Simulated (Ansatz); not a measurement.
# Formation energy and levels of the substitutional impurity Ru_Al in AlN (P6_3mc), part 2 of 2

Charge states of Ru_Al in AlN (P6_3mc), set against the band edges. Model: a cell of 72 host atoms with 1 Al taken out and 1 Ru put in.

Ansatz; place-levels on r2SCAN runs: charge-transition levels and formation energies with image-charge correction and potential alignment at the atomic sites; PAW set soft_1.

So far: Set-up; What was run first.

## 3. Placing the levels, r2SCAN

A charged cell interacts with its images and the background, and its potential has another zero than the host's. place-levels removes the first by a point-charge model, screened by the static dielectric constant since the ions have relaxed around the charge, and the second by comparing potentials at atoms far from the defect.

The host is a run of the defect-free crystal in the same cutoffs, grids and k-points, so that basis and sampling errors cancel in part in the differences. The host is run in a cell of 8 atoms on a matching mesh. Its band edges are searched through the zone by a band path, so the gap is smaller than, or equal to, that on the mesh. Chemical potentials are energies per atom of Al (fcc) and Ru (hcp), run with the same functional and cutoff.

levels.point.yaml reads:

```yaml
host:
  run: host.point.run
states: [qm1.point.run, qm1_M4.point.run, qm1_M2.point.run, q0_M1.point.run, q0_M5.point.run, q0_M3.point.run, qp1.point.run, qp1_M4.point.run, qp1_M2.point.run, qp2_M1.point.run, qp2_M3.point.run]
geometry_from:
  qm1.point.run: qm1.relax.run
  qm1_M4.point.run: qm1_M4.relax.run
  qm1_M2.point.run: qm1_M2.relax.run
  q0_M1.point.run: q0_M1.relax.run
  q0_M5.point.run: q0_M5.relax.run
  q0_M3.point.run: q0_M3.relax.run
  qp1.point.run: qp1.relax.run
  qp1_M4.point.run: qp1_M4.relax.run
  qp1_M2.point.run: qp1_M2.relax.run
  qp2_M1.point.run: qp2_M1.relax.run
  qp2_M3.point.run: qp2_M3.relax.run
  host.point.run: host.relax.run
chemical_potentials:
  Al:
    energy: -540.418346
    dataset: <sha256 of the dataset>
  Ru:
    energy: -5890.744868
    dataset: "<sha256 of the dataset>"
epsilon: [4.49, 4.49, 4.72]
static_epsilon: [8.15, 8.15, 9.65]
vertical:
  - { from: qm1.point.run, to: qm1.point_neutral.run }
  - { from: qm1_M4.point.run, to: qm1_M4.point_neutral.run }
  - { from: qm1_M2.point.run, to: qm1_M2.point_neutral.run }
  - { from: qp1.point.run, to: qp1.point_neutral.run }
  - { from: qp1_M4.point.run, to: qp1_M4.point_neutral.run }
  - { from: qp1_M2.point.run, to: qp1_M2.point_neutral.run }
  - { from: qp2_M1.point.run, to: qp2_M1.point_neutral.run }
  - { from: qp2_M3.point.run, to: qp2_M3.point_neutral.run }
```

On the command line:

```
> ansatz place-levels levels.point.yaml -- --threads 4 --pin off --max-ram 15073MiB
```

The program printed:

```text
[... repeated set-up lines and file paths are left out, and long positions are rounded to six places ...]
(+2/+1) 0.450 eV above the valence edge, 4.428 eV under the conduction edge
(+1/0) 2.351 eV above the valence edge, 2.527 eV under the conduction edge
(0/-1) 3.125 eV above the valence edge, 1.752 eV under the conduction edge
formation energy of charge +2: +4.117 eV with the Fermi level at the valence edge
formation energy of charge +1: +4.566 eV with the Fermi level at the valence edge
formation energy of charge 0: +6.917 eV with the Fermi level at the valence edge
formation energy of charge -1: +10.043 eV with the Fermi level at the valence edge
vertical -1 to 0: no energy, since no alignment is typed
  the change from vertical[0].from (qm1.point.run) to vertical[0].to (qm1.point_neutral.run): by its potential at epsilon [4.49, 4.49, 4.72] it stands at 0.466 0.548 0.472, with an rms radius of about 1.6 Å (1.1 1.2 0.0 Å across the planes of the cell's [...]
vertical -1 to 0: no energy, since no alignment is typed
  the change from vertical[1].from (qm1_M4.point.run) to vertical[1].to (qm1_M4.point_neutral.run): by its potential at epsilon [4.49, 4.49, 4.72] it stands at 0.458 0.529 0.485, with an rms radius of about 2.1 Å (1.0 1.4 1.3 Å across the planes of the cell's [...]
vertical -1 to 0: no energy, since no alignment is typed
  the change from vertical[2].from (qm1_M2.point.run) to vertical[2].to (qm1_M2.point_neutral.run): by its potential at epsilon [4.49, 4.49, 4.72] it stands at 0.473 0.541 0.473, with an rms radius of about 1.6 Å (1.3 1.0 0.2 Å across the planes of the cell's [...]
vertical +1 to 0: no energy, since no alignment is typed
  the change from vertical[3].from (qp1.point.run) to vertical[3].to (qp1.point_neutral.run): by its potential at epsilon [4.49, 4.49, 4.72] it stands at 0.455 0.521 0.476, with an rms radius of about 1.6 Å (1.0 1.3 0.1 Å across the planes of the cell's [...]
vertical +1 to 0: no energy, since no alignment is typed
  the change from vertical[4].from (qp1_M4.point.run) to vertical[4].to (qp1_M4.point_neutral.run): by its potential at epsilon [4.49, 4.49, 4.72] it stands at 0.465 0.549 0.512, with an rms radius of about 1.3 Å (0.8 0.0 1.1 Å across the planes of the cell's [...]
vertical +1 to 0: no energy, since no alignment is typed
  the change from vertical[5].from (qp1_M2.point.run) to vertical[5].to (qp1_M2.point_neutral.run): by its potential at epsilon [4.49, 4.49, 4.72] it stands at 0.457 0.544 0.478, with an rms radius of about 1.7 Å (1.0 1.0 0.8 Å across the planes of the cell's [...]
vertical +2 to 0: no energy, since no alignment is typed
  the change from vertical[6].from (qp2_M1.point.run) to vertical[6].to (qp2_M1.point_neutral.run): by its potential at epsilon [4.49, 4.49, 4.72] it stands at 0.465 0.533 0.483, with an rms radius of about 1.6 Å (1.0 1.0 0.7 Å across the planes of the cell's [...]
vertical +2 to 0: no energy, since no alignment is typed
  the change from vertical[7].from (qp2_M3.point.run) to vertical[7].to (qp2_M3.point_neutral.run): by its potential at epsilon [4.49, 4.49, 4.72] it stands at 0.466 0.534 0.494, with an rms radius of about 1.6 Å (1.0 1.0 0.9 Å across the planes of the cell's [...]
  edges by r2scan, gap 4.878 eV; the host is sampled to repeats of 18.64 Å
  the defect's cells are sampled to repeats of 18.64 Å, like sampling
  charge +2: -38785.5579 eV with its correction of +1.541 eV, at epsilon [8.15, 8.15, 9.65], aligned at sites: +0.2448 eV, mean over 33 atomic sites at or beyond 4.66 Å from the host's site at [0.4444, 0.5556, 0.4997] by the defect at [0.4444, 0.5556, [...]
  charge +1: -38778.1902 eV with its correction of +0.513 eV, at epsilon [8.15, 8.15, 9.65], aligned at sites: +0.2499 eV, mean over 33 atomic sites at or beyond 4.66 Å from the host's site at [0.4444, 0.5556, 0.4997] by the defect at [0.4444, 0.5556, [...]
  charge 0: +0.000 eV for its dipole among its images, +0.000 omitted
  charge -1: -38758.8777 eV with its correction of -0.023 eV, at epsilon [8.15, 8.15, 9.65], aligned at sites: +0.2862 eV, mean over 33 atomic sites at or beyond 4.66 Å from the host's site at [0.4444, 0.5556, 0.4997] by the defect at [0.4444, 0.5556, [...]
  charge +2: states[10] (qp2_M3.point.run) stands 0.755 eV higher, with a moment of 3.00 μB against 1.00
  charge +1: states[8] (qp1_M2.point.run) stands 0.791 eV higher, with a moment of 2.00 μB against 0.00
  charge +1: states[7] (qp1_M4.point.run) stands 1.181 eV higher, with a moment of 4.00 μB against 0.00
  charge 0: states[5] (q0_M3.point.run) stands 0.404 eV higher, with a moment of 3.00 μB against 1.00
  charge 0: states[4] (q0_M5.point.run) stands 0.422 eV higher, with a moment of 5.00 μB against 1.00
  charge -1: states[2] (qm1_M2.point.run) stands 0.007 eV higher, with a moment of 2.00 μB against 4.00
  charge -1: states[0] (qm1.point.run) stands 0.587 eV higher, with a moment of 0.00 μB against 4.00
  of states[9] (qp2_M1.point.run): it parts from the run that its charge is read beside by 2 carriers, of which the mean alone is read, by its potential at epsilon [4.49, 4.49, 4.72], taken for that of held ions (one typed too small widens it): that is [...]
  of states[3] (q0_M1.point.run): stability_check_not_made
  of states[1] (qm1_M4.point.run): stability_check_not_made
  of states[10] (qp2_M3.point.run): it parts from the run that its charge is read beside by 2 carriers, of which the mean alone is read, by its potential at epsilon [4.49, 4.49, 4.72], taken for that of held ions (one typed too small widens it): that is [...]
  of states[8] (qp1_M2.point.run): its displacements don't fall off away from the defect: farther atoms stand 0.011 Å off the host's places. [...]
  of states[7] (qp1_M4.point.run): stability_check_not_made
  of states[5] (q0_M3.point.run): stability_check_not_made
  of states[4] (q0_M5.point.run): stability_check_not_made
  of states[2] (qm1_M2.point.run): stability_check_not_made
  of vertical[0].to (qm1.point_neutral.run): stability_check_not_made
  of vertical[1].from (qm1_M4.point.run): stability_check_not_made
  of vertical[1].to (qm1_M4.point_neutral.run): stability_check_not_made
  of vertical[2].from (qm1_M2.point.run): stability_check_not_made
  of vertical[2].to (qm1_M2.point_neutral.run): stability_check_not_made
  of vertical[3].to (qp1.point_neutral.run): stability_check_not_made
  of vertical[4].from (qp1_M4.point.run): stability_check_not_made
  of vertical[4].to (qp1_M4.point_neutral.run): stability_check_not_made
  of vertical[5].from (qp1_M2.point.run): its displacements don't fall off away from the defect: farther atoms stand 0.011 Å off the host's places. [...]
  of vertical[5].to (qp1_M2.point_neutral.run): its displacements don't fall off away from the defect: farther atoms stand 0.011 Å off the host's places. [...]
  of vertical[6].from (qp2_M1.point.run): its displacements don't fall off away from the defect: farther atoms stand 0.011 Å off the host's places. [...]
  of vertical[6].to (qp2_M1.point_neutral.run): its displacements don't fall off away from the defect: farther atoms stand 0.011 Å off the host's places. [...]
  of vertical[7].from (qp2_M3.point.run): its displacements don't fall off away from the defect: farther atoms stand 0.011 Å off the host's places. [...]
  of vertical[7].to (qp2_M3.point_neutral.run): its displacements don't fall off away from the defect: farther atoms stand 0.011 Å off the host's places. [...]
```

Wall time 1.3 s (4 threads of Arm Neoverse V1, shared host).

Levels between the charges placed, in eV above the valence top:

|  | gap (eV) | (+2/+1) | (+1/0) | (0/−1) |
| --- | --- | --- | --- | --- |
| r2SCAN | 4.88 | 0.45 | 2.35 | 3.13 |

Corrections by state:

| charge | moment (μB) | image terms and alignment (eV) | band filling (eV) | ε used | over the lowest of its charge, as the program ranks them, band filling apart (eV) |
| --- | --- | --- | --- | --- | --- |
| +2 | 1.0 | 1.541 | - | principal values (8.15, 8.15, 9.65) | 0.000 |
| +1 | 0.0 | 0.513 | - | principal values (8.15, 8.15, 9.65) | 0.000 |
| 0 | 1.0 | 0.000 | - | - | 0.000 |
| −1 | 4.0 | -0.023 | - | principal values (8.15, 8.15, 9.65) | 0.000 |
| +2 | 3.0 | 1.553 | - | principal values (8.15, 8.15, 9.65) | 0.755 |
| +1 | 2.0 | 0.521 | - | principal values (8.15, 8.15, 9.65) | 0.791 |
| +1 | 4.0 | 0.536 | - | principal values (8.15, 8.15, 9.65) | 1.181 |
| 0 | 3.0 | 0.000 | - | - | 0.404 |
| 0 | 5.0 | 0.000 | - | - | 0.422 |
| −1 | 2.0 | -0.007 | - | principal values (8.15, 8.15, 9.65) | 0.007 |
| −1 | 0.0 | -0.003 | - | principal values (8.15, 8.15, 9.65) | 0.587 |

The charged structures listed were also run neutral, and place-levels reads from each pair, by the potential or the spins, how wide the charge is by which they differ; that can be the carrier of either run.

| charge | rms radius (Å) | spread where it is widest against the cell (Å) | wide from (Å) | reading |
| --- | --- | --- | --- | --- |
| +2 | 1.6 | 1.02 | 1.40 | narrow |
| +1 | 1.6 | 1.27 | 1.40 | narrow |
| −1 | 2.1 | 1.38 | 1.40 | narrow |

The neutral runs of these pairs need not share the spin of the lowest neutral state, and very wide values only mean spread over the cell.

From the program's caveats on the states, each cut to its opening words:

- charge +2 (1 μB), +2 (3 μB): it parts from the run that its charge is read beside by 2 carriers, of which the mean alone is read, by its potential at epsilon [4.49, 4.49, 4.72], taken for [...]
- charge +2 (1 μB): its alignment with the host at atomic sites is doubtful: the mean over the far sites moves by -0.0606 eV from their farther parts to their nearer, more than [...]
- charge +2 (1 μB), +2 (3 μB), +1 (2 μB): its displacements don't fall off away from the defect: farther atoms stand 0.011 Å off the host's places
- charge +2 (1 μB), 0 (1 μB), −1 (4 μB), +2 (3 μB), +1 (2 μB), +1 (4 μB), 0 (3 μB), 0 (5 μB), −1 (2 μB): flagged: stability check not made
- charge +2 (3 μB): its moments are held at its close (magnetization.spin_locking), by a field of 0.084 eV a Bohr magneton, and its energy and levels are of the state that this [...]
- charge +1 (2 μB): its moments are held at its close (magnetization.spin_locking), by a field of 0.018 eV a Bohr magneton, and its energy and levels are of the state that this [...]

Chemical potentials of the elements' reference phases, run alike. Formation energy by charge state (elemental references; gap 4.88 eV):

| charge | at valence top (eV) | at conduction bottom (eV) | correction included (eV) |
| --- | --- | --- | --- |
| +2 | 4.12 | 13.87 | 1.54 |
| +1 | 4.57 | 9.44 | 0.51 |
| 0 | 6.92 | 6.92 | 0.00 |
| −1 | 10.04 | 5.16 | -0.02 |

Fermi level (eV), lowest formation energy (eV) and a bar from the least value:
```
     0.00       4.12 
     0.44       5.00 #########
     0.89       5.45 ##############
     1.33       5.90 ###################
     1.77       6.34 ########################
     2.22       6.78 #############################
     2.66       6.92 ##############################
     3.11       6.92 ##############################
     3.55       6.49 #########################
     3.99       6.05 #####################
     4.43       5.61 ################
     4.88       5.16 ###########
```

## 4. The same at the relaxations' own k-points

The relaxations' own energies give the levels at their sampling, for comparison.

levels.relax_mesh.yaml reads:

```yaml
host:
  run: host.relax.run
states: [qm1.relax.run, qm1_M4.relax.run, qm1_M2.relax.run, q0_M1.relax.run, q0_M5.relax.run, q0_M3.relax.run, qp1.relax.run, qp1_M4.relax.run, qp1_M2.relax.run, qp2_M1.relax.run, qp2_M3.relax.run]
chemical_potentials:
  Al:
    energy: -540.418346
    dataset: <sha256 of the dataset>
  Ru:
    energy: -5890.744868
    dataset: "<sha256 of the dataset>"
```

On the command line:

```
> ansatz place-levels levels.relax_mesh.yaml -- --threads 4 --pin off --max-ram 15073MiB
```

The program printed:

```text
(+2/+1) 0.495 eV above the valence edge, 4.391 eV under the conduction edge
(+1/0) 2.253 eV above the valence edge, 2.633 eV under the conduction edge
(0/-1) 3.132 eV above the valence edge, 1.754 eV under the conduction edge
formation energy of charge +2: +4.254 eV with the Fermi level at the valence edge
formation energy of charge +1: +4.749 eV with the Fermi level at the valence edge
formation energy of charge 0: +7.002 eV with the Fermi level at the valence edge
formation energy of charge -1: +10.134 eV with the Fermi level at the valence edge
  edges by r2scan, gap 4.886 eV; the host is sampled to repeats of 13.64 Å
[... the lines on each state left out ...]
```

Elapsed: 0.36 s, on 4 threads.

Levels between neighbouring charges, in eV above the valence top:

|  | gap (eV) | (+2/+1) | (+1/0) | (0/−1) |
| --- | --- | --- | --- | --- |
| one point at (¼, ¼, ¼) | 4.89 | 0.50 | 2.25 | 3.13 |
| a 2×2×2 shifted mesh | 4.88 | 0.45 | 2.35 | 3.13 |

Going from one point at (¼, ¼, ¼) to a 2×2×2 shifted mesh moves the levels that carry no band-filling term by up to 0.10 eV and formation energies against the elements by up to 0.18 eV.

## 5. What came out

* gap of the host: 4.88 eV (r2SCAN)
* level (plus 2/plus 1): 0.45 eV above the valence top
* level (plus 1/0): 2.35 eV above the valence top
* level (0/minus 1): 3.13 eV above the valence top
* lowest of the charges placed, just above the valence top (0.02 eV): +2
* lowest of the charges placed, just below the conduction bottom (0.02 eV): −1
* lowest formation energy at mid-gap of the charges run, elemental references: 6.92 eV

What this shows: Of the charges placed (−1, 0, +1 and +2), the lowest changes at 0.45 eV (+2/+1), 2.35 eV (+1/0) and 3.13 eV (0/−1) above the valence top, in a gap of 4.88 eV. (+2/+1) lies nearer to a band edge than the share of the finite-size correction in it (1.03 eV), and that correction holds for a localised charge alone. Charges above +2 and below −1 were not placed, so these runs say nothing of levels that involve them. States placed: +2 at 1 μB and 3 μB; +1 at 0 μB, 2 μB and 4 μB; 0 at 1 μB, 3 μB and 5 μB; −1 at 4 μB, 2 μB and 0 μB. Other spin states or structures, where not listed, weren't placed. Corrections reach 1.6 eV, so the cell is small for these charges and their levels are rough. Ru is taken at its element; compounds, which aren't counted here, bound the chemical potentials and would shift these formation energies. Going from one point at (¼, ¼, ¼) to a 2×2×2 shifted mesh moves the levels that carry no band-filling term by up to 0.10 eV and formation energies against the elements by up to 0.18 eV. The program doubts the alignment of potentials for at least one state, a sign that the cell is small. Limits: r2SCAN makes the gap too small and tends to spread out bound carriers; where a gas molecule sets a chemical potential or the host's formation energy, its binding is uncorrected; spin–orbit coupling, which can matter with heavy atoms, is left out; force components of up to 0.27 eV/Å remain in a run at the final settings.

[Logs are printed without paths, hosts, clocks, repeated set-up lines and the standing remarks that a program may print on its own settings, such as how far it seeks lower states.]

[Hosts, paths, dates, database ids (printed as entryN), source tags and the programs' standing remarks are cut or masked in the printed files.]

[Where a table of states has a column of steps, it counts the stored structures, which are thinned; the runs took as many ionic steps or more.]

[A defect's name tells the site on which it was built; relaxed atoms can leave that site.]

[For some hosts the program warned that the k-mesh of the response run may be too coarse for force constants and the static dielectric constant; such warnings are not shown here.]
